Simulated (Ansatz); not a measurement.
A surface is cut from this relaxed crystal of Mg:

```
Mg
1.0
     3.20885    0.00000    0.00000
    -1.60442    2.77894    0.00000
     0.00000    0.00000    5.14592
Mg
2
Cartesian
  0.0000 1.8526 1.2865
  1.6044 0.9263 3.8594
```

Miller indices refer to the conventional cell of P6_3/mmc (No. 194), a = 3.209 Å, b = 3.209 Å, c = 5.146 Å, α = 90.00°, β = 90.00°, γ = 120.00°.

Consider the (001) slab of 6 planes, 12.9 Å thick with 15 Å of vacuum as cut; outer planes Mg (top) and Mg (bottom), all atoms relaxed.

Theory: DFT PBE, scalar-relativistic, plane waves, PAW (Ansatz 0.2.0). Plane waves to 420 eV, a k mesh through Γ of 12×12×1 on the computed 6-atom cell and Gaussian smearing (0.10 eV); no spin polarisation. A dipole correction removes the field between periodic images along c.

Q: Estimate the surface energy (mean of both faces).

A: 0.58 J/m².

Q: Predict the work function.

A: 3.72 eV.

Q: The top two planes lie 2.573 Å apart in the bulk. How does relaxation change this?

A: The spacing becomes 2.603 Å (+1.2 %).